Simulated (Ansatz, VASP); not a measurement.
# One calculation of Rh, two programs

The input INCAR:

```
SYSTEM = Rh
PREC = Accurate
ENCUT = 520
EDIFF = 1E-6
ISMEAR = 0
SIGMA = 0.15
LREAL = .False.
LASPH = .True.
NELM = 80
ALGO = Fast
ISIF = 2
LWAVE = .False.
LCHARG = .True.
GGA = PE
LELF = .True.
LVHAR = .True.
NBANDS = 14
```

File KPOINTS:

```
Automatic mesh
0
Gamma
  22 22 22
  0 0 0
```

File POSCAR:

```
Rh
1.0
    0.0000000000      1.8635190000      1.9015500000
    1.9015500000      0.0000000000      1.9015500000
    1.9015500000      1.8635190000      0.0000000000
Rh
1
Direct
    0.0000000000      0.0000000000      0.0000000000
```

Input for Ansatz:

```yaml
crystal:
  lattice:
    - [0.0, 1.863519, 1.90155]
    - [1.90155, 0.0, 1.90155]
    - [1.90155, 1.863519, 0.0]
  atoms:
    - { symbol: Rh, position: [0.0, 0.0, 0.0] }
basis:
  ecutwfc: 420
kpoints:
  mp_grid: { grid: [22, 22, 22] }
hamiltonian:
  xc: pbe
scf:
  occupations: { method: gaussian, width: 0.15 }
output:
  forces: true
  stress: true
  eigenvalues: true
```

Change from the starting cell: strain -0.0200 x Voigt [0, 1, 0, 0, 0, 0], atoms carried along.

Alike in both runs: task single point; functional PBE; k mesh 22 × 22 × 22; occupations gaussian, width 0.15 eV; no spin polarisation.

```csv
,VASP,Ansatz
version,VASP 6.6.1,Ansatz 0.2.0
potentials or method,"VASP PAW PBE potentials, release 64 (Rh_pv)","scalar-relativistic, plane waves, PAW"
plane-wave cutoff (eV),520,420
valence electrons in the cell,15,17
```

```csv
,VASP,Ansatz,Ansatz less VASP
gap on the k mesh at the Fermi level (eV),none,none,-
pressure (GPa),12.0,12.0,+0.01
largest component of the traceless stress (GPa),3.43,3.43,+0.006
```

A gap of «none» marks a metal or a gap that the smearing closes. The two sets of potentials don't hold the same shells in valence.
